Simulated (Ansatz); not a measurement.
Mg:

```
Mg
1.0
     3.20930    0.00000    0.00000
    -1.60465    2.77934    0.00000
     0.00000    0.00000    5.21030
Mg
2
Direct
  0.66667 0.33333 0.75000
  0.33333 0.66667 0.25000
```

- Program: Ansatz 0.2.0
- Task: relaxation of cell and atoms
- Functional: LDA
- Potentials or basis: all-electron LAPW, scalar-relativistic
- Basis error allowed: 0.001 eV/atom
- k mesh: 10 × 10 × 5
- Occupations: fermi-dirac, width 0.05 eV
- Spin: no spin polarisation

At the start: volume 23.24 Å³/atom.

Question: Where does the relaxation end?

Answer: Over 5 steps the energy falls by 14.7 meV/atom and the volume is 21.70 Å³/atom (-6.6 %); space group P6_3/mmc (No. 194, to 0.05 Å).

The path:
```csv
step,energy change (eV),largest force (eV/Å),volume (Å³)
1,0.0000,0.0000,46.47
2,-0.0267,0.0000,44.02
3,-0.0289,0.0000,43.10
4,-0.0295,0.0000,43.41
5,-0.0295,0.0000,43.41
```

Final structure:
```
CELL_PARAMETERS angstrom
3.10727 0.00000 0.00000
-1.55364 2.69097 0.00000
0.00000 0.00000 5.19119
ATOMIC_POSITIONS crystal
Mg 0.66667 0.33333 0.75000
Mg 0.33333 0.66667 0.25000
```
